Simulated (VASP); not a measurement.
# CsPbBr₃: restarted molecular dynamics, 2 variants

CsPbBr₃, Pm-3m (no. 221), 10 atoms in the cell. PBE, molecular dynamics; PAW potentials Pb, Cs_sv, Br (PBE set).

| Restart from | Temperature at the end (K) | The same without a restart (K) | Potential energy at the end (eV/atom) | The same without a restart (eV/atom) | Electronic steps in the first step after the restart | Time (s) |
|---|---|---|---|---|---|---|
| CONTCAR with velocities, WAVECAR read | 613.0 | 614.0 | -3.09560 | -3.09560 | 5 | 282 |
| CONTCAR with velocities, no WAVECAR | 614.0 | 614.0 | -3.09560 | -3.09560 | 15 | 261 |

Limits: 180 fs of 10 atoms are too short for converged averages.

## Input of the first row

INCAR.step1:
```
SYSTEM = CsPbBr3
GGA = PE
PREC = Normal
ENCUT = 220
EDIFF = 1E-6
NELMIN = 4
NELM = 60
ALGO = Normal
LREAL = Auto
LASPH = .TRUE.
ISMEAR = 0
SIGMA = 0.05
ISYM = 0
LWAVE = .TRUE.
LCHARG = .FALSE.
IBRION = 0
NSW = 30
POTIM = 3.0
TEBEG = 1600
ISIF = 2
RANDOM_SEED = 468940 0 0
MDALGO = 2
SMASS = -3
KPAR = 2
```

INCAR.step2, as INCAR.step1 but for:
```
- LWAVE = .TRUE.
+ LWAVE = .FALSE.
```

KPOINTS:
```
k-points
0
Monkhorst-Pack
  2 2 1
```

POSCAR.step1:
```
CsPbBr3
1.0
    5.8700000000      0.0000000000      0.0000000000
    0.0000000000      5.8700000000      0.0000000000
    0.0000000000      0.0000000000     11.7400000000
Pb Cs Br
2 2 6
Direct
    0.5000000000      0.5000000000      0.2500000000
    0.5000000000      0.5000000000      0.7500000000
    0.0000000000      0.0000000000      0.0000000000
    0.0000000000      0.0000000000      0.5000000000
    0.5000000000      0.5000000000      0.0000000000
    0.5000000000      0.5000000000      0.5000000000
    0.5000000000      0.0000000000      0.2500000000
    0.5000000000      0.0000000000      0.7500000000
    0.0000000000      0.5000000000      0.2500000000
    0.0000000000      0.5000000000      0.7500000000
```

Commands (each step's output is kept before the next begins):
```
cat potpaw_PBE.64/Pb/POTCAR potpaw_PBE.64/Cs_sv/POTCAR potpaw_PBE.64/Br/POTCAR > POTCAR
cp INCAR.step1 INCAR
cp POSCAR.step1 POSCAR
mpirun -np 2 vasp_std > vasp.out
cp CONTCAR POSCAR
cp INCAR.step2 INCAR
mpirun -np 2 vasp_std > vasp.out
```

Changes of the last row against the first:
```
(step 1)
- LWAVE = True
+ LWAVE = False
```

VASP 6.6.1 took 282 s on 2 cores (Intel Xeon Platinum 8488C (Sapphire Rapids)), a shared host.
